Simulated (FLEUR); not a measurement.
Crystal: CdTe.

```
CELL_PARAMETERS angstrom
0.00000 3.20500 3.20500
3.20500 0.00000 3.20500
3.20500 3.20500 0.00000
ATOMIC_POSITIONS crystal
Te 0.75000 0.75000 0.75000
Cd 0.00000 0.00000 0.00000
```

Base run:

| Item | Value |
| --- | --- |
| Program | FLEUR MaX-R8.1 (patched build s14) |
| Functional | PBEsol |
| Potentials or basis | all-electron |
| Basis | FLAPW |
| Kmax | 3.8 1/bohr |
| k mesh | 7 × 7 × 7 |
| Occupations | fermi-dirac, width 0.05 eV |
| Spin | no spin polarisation |

Its results: band gap on the k mesh 0.75 eV, direct.

After a change of settings the same cell gave: band gap on the k mesh 0.53 eV, direct. Which change was it?
A. functional from PBEsol to HSE06; k mesh from 7 × 7 × 7 to 4 × 4 × 4
B. functional from PBEsol to Xalpha
C. program from FLEUR MaX-R8.1 (patched build s14) to FLEUR MaX-R8.1 (later development tree); functional from PBEsol to revPBE
D. functional from PBEsol to PW91

B.

Caveats: spin-orbit coupling is left out, which moves the levels of the heavy elements.

Not every run made on this cell is shown here.
